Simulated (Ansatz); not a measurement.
Crystal: CoO.

```xyz
2
Lattice="1.6022 0.9250 2.5665 -1.6022 0.9250 2.5665 0.0000 -1.8501 2.5665" Properties=species:S:1:pos:R:3 pbc="T T T"
Co    0.0000    0.0000    7.6915
O     0.0000    0.0000    5.7824
```

Measurements of this composition are mostly on another form, of space group No. 225.

| Quantity | Value |
| --- | --- |
| Program | Ansatz 0.2.0 |
| Task | relaxation of cell and atoms |
| Functional | PBEsol |
| Dispersion | D4 |
| Potentials or basis | all-electron LAPW, scalar-relativistic |
| Basis error allowed | 0.001 eV/atom |
| k mesh | 7 × 7 × 7 |
| Occupations | fermi-dirac, width 0.05 eV |
| Spin | collinear spin, ferromagnetic start |
| Starting moments | [2.0, 0.0] μB |

At the start: volume 11.41 Å³/atom.

Problem. How do energy, volume and symmetry change on relaxing?

Solution. Over 9 steps the energy falls by 40.5 meV/atom and the volume is 10.26 Å³/atom (-10.1 %); space group F-43m (No. 216, to 0.05 Å); moment 2.00 μB per cell.

Step by step:
| step | energy change (eV) | largest force (eV/Å) | volume (Å³) |
| --- | --- | --- | --- |
| 1 | 0.0000 | 0.2238 | 22.82 |
| 2 | -0.0381 | 0.1697 | 22.12 |
| 3 | -0.0762 | 0.0569 | 20.96 |
| 4 | -0.0768 | 0.0199 | 20.11 |
| 5 | -0.0806 | 0.0372 | 20.54 |
| 6 | -0.0810 | 0.0079 | 20.51 |
| 7 | -0.0810 | 0.0012 | 20.51 |
| 8 | -0.0810 | 0.0001 | 20.51 |
| 9 | -0.0810 | 0.0001 | 20.51 |

Final structure:
```yaml
crystal:
  lattice:
    - [1.53642, 0.88705, 2.50859]
    - [-1.53642, 0.88705, 2.50859]
    - [0.00000, -1.77411, 2.50859]
  atoms:
    - { symbol: Co, position: [0.00001, 0.00001, 0.00001] }
    - { symbol: O, position: [0.74999, 0.74999, 0.74999] }
```

Caveat: the k mesh is thin for a metal, which can move the energy by tens of meV per atom; a cell with one magnetic atom can't hold antiferromagnetic order, which such compounds often take.
